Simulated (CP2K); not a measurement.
Crystal: CdS (Hawleyite).

```
Cd S
1.0
     4.12455    0.00000    0.00000
     2.06228    3.57197    0.00000
     2.06228    1.19066    3.36768
Cd S
1 1
Cartesian
  0.0000 0.0000 0.0000
  6.1868 3.5720 2.5258
```

Base run:

| Quantity | Value |
| --- | --- |
| Program | CP2K 2026.2 |
| Functional | HLE16 |
| Potentials or basis | POTENTIAL_UZH Cd GTH-PBE-q12, S GTH-PBE-q6; TZVP-MOLOPT-PBE-GTH basis |
| Density cutoff | 9184 eV |
| k mesh | 8 × 8 × 8 |
| Occupations | fermi-dirac, width 0.05 eV |
| Spin | no spin polarisation |

Its results: band gap on the k mesh 2.34 eV, direct; pressure -3.1 GPa.

Question: The run is repeated on the same cell with these changes: functional from HLE16 to LDA. What comes out?

Answer: Band gap on the k mesh 0.85 eV, direct; pressure -0.9 GPa.

Caveats: the potentials were made for another functional, which shifts forces and pressure; the basis of atomic orbitals isn't converged, which shifts pressures, moduli and gaps; the potentials were made for a functional far from this one (some runs).
